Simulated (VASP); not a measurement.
A run of VASP 6.6.1 is set up as follows.

POSCAR

```
GaAs
1.0
    0.0000000000      2.8268500000      2.8268500000
    2.8268500000      0.0000000000      2.8268500000
    2.8268500000      2.8268500000      0.0000000000
As Ga
1 1
Direct
    0.7500000000      0.7500000000      0.7500000000
    0.0000000000      0.0000000000      0.0000000000
```

Contents of INCAR.step1:

```
SYSTEM = GaAs
ALGO = Normal
EDIFF = 1E-5
ENCUT = 520
GGA = PE
ISIF = 2
ISMEAR = -1
LASPH = .TRUE.
LCHARG = .FALSE.
LREAL = .FALSE.
LWAVE = .TRUE.
NBANDS = 16
NELM = 80
PREC = Accurate
SIGMA = 0.05
```

File INCAR.step2:

```
SYSTEM = GaAs
AEXX = 0.4
ALGO = Normal
EDIFF = 1E-6
ENCUT = 520
GGA = PE
HFRCUT = -1
ISIF = 2
ISMEAR = -1
ISTART = 1
LASPH = .TRUE.
LCHARG = .FALSE.
LHFCALC = .TRUE.
LREAL = .FALSE.
LWAVE = .FALSE.
NBANDS = 16
NELM = 80
PREC = Accurate
PRECFOCK = Fast
SIGMA = 0.05
```

Contents of KPOINTS:

```
k-points
0
G
  4 4 4
  0 0 0
```

Potentials or basis: VASP PAW PBE potentials, release 64 (As, Ga_d).

Command:

```sh
$ cat potpaw_PBE.64/As/POTCAR potpaw_PBE.64/Ga_d/POTCAR > POTCAR
$ cp INCAR.step1 INCAR
$ mpirun -np 1 vasp_std > vasp.out
$ cp INCAR.step2 INCAR
$ mpirun -np 1 vasp_std > vasp.out
```

(1) Predict the band gap on the k mesh.

(2) Estimate the pressure.

## Answers

(1) 3.20 eV, direct.

(2) -0.5 GPa.

Caveat: the k mesh is coarse (spacing up to 0.48 Å⁻¹), so the values aren't converged, least of all with exact exchange; the PAW data sets were made with another functional, which shifts forces and pressure a little.
